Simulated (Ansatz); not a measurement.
# Sn: the cost of one run

Method: DFT PBE, scalar-relativistic, plane waves, PAW, in Ansatz 0.2.0.

5 further runs of the same task are left out: 1 that didn't finish, 4 set aside as unsound or not needed.

## (1) The structure to begin with

Symmetry: Fd-3m, No. 227, cubic system. Conventional cell: a = 6.659 Å, b = 6.659 Å, c = 6.659 Å, α = 90.00°, β = 90.00°, γ = 90.00°. Sn (site symmetry -43m) is surrounded by 4 Sn at 2.88 Å.

Structure file:

```xyz
2
Lattice="0.0000 3.3295 3.3295 3.3295 0.0000 3.3295 3.3295 3.3295 0.0000" Properties=species:S:1:pos:R:3 pbc="T T T"
Sn    3.3295    3.3295    3.3295
Sn    4.9942    4.9942    4.9942
```

This cell was relaxed beforehand with the same method: volume 36.91 Å³/atom, gap on the mesh none (metal).

## (2) Phonons at Γ, at rest

Contents of input.yaml:

```yaml
crystal:
  lattice:
    - [0.0, 3.3294686076, 3.3294686076]
    - [3.3294686076, 0.0, 3.3294686076]
    - [3.3294686076, 3.3294686076, 0.0]
  atoms:
    - { symbol: Sn, position: [0.5, 0.5, 0.5] }
    - { symbol: Sn, position: [0.75, 0.75, 0.75] }
basis:
  ecutwfc: 420
kpoints:
  mp_grid: { grid: [12, 12, 12] }
hamiltonian:
  xc: pbe
scf:
  occupations: { method: fermi_dirac, width: 0.15 }
output:
  eigenvalues: true
phonons:
  method: dfpt
  eigenvectors: true
```

Run with:

```
ansatz run input.yaml --threads 1 --pin off --max-ram 3072MiB --backend cpu --events-out ev --progress --plain --runs-dir out
```

Q: Estimate wall time and peak memory on 1 thread of Intel Xeon Platinum 8488C (Sapphire Rapids), shared host.

About 30 s, with a peak of 0.98 GiB.
